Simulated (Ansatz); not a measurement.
**Moving the fixed moment of the cell in Yb**

Symmetry: P6_3/mmc, No. 194, hexagonal system. The conventional cell has a = 3.880 Å, b = 3.880 Å, c = 6.386 Å, α = 90.00°, β = 90.00°, γ = 120.00°. Yb (site symmetry -6m2) has 12 Yb at 3.88 to 3.90 Å as nearest neighbours.

This isn't the form of Yb at room conditions, which is fcc.

Kept alike: task single point; functional PBEsol; k mesh 7 × 7 × 4; occupations fermi-dirac, width 0.05 eV. Program: Ansatz, Ansatz PAW, cutoff 420 eV. The mesh is that of the run's cell of 2 atoms. No spin-orbit coupling.

```csv
"fixed moment of cell, M (μB)",pressure (GPa),largest site moment (μB),free energy over the lowest row (meV/atom)
0,-3.32,0.00,0.00
0.5,-3.33,0.15,8.22
1,-3.38,0.32,47.41
1.5,-3.40,0.47,110.04
2,-3.39,0.62,188.64
2.5,-3.54,0.79,288.47
3,-3.69,0.94,414.31
4,-3.92,1.27,799.00
```

Pressure is positive in compression, with a Pulay correction for the finite cutoff. For a metal such a mesh leaves the last digits unconverged. The runs hold the magnetic state that their start led to, which needn't be the lowest. Site moments count inside each atom's sphere or projector. All rows use potentials made for PBE.

The pressure runs from -3.92 (4) to -3.32 GPa (0). The largest site moment rises from 0.00 to 1.27 μB between 0 and 4 μB. The free energy rises from 0.00 to 799.00 meV/atom between 0 and 4 μB.
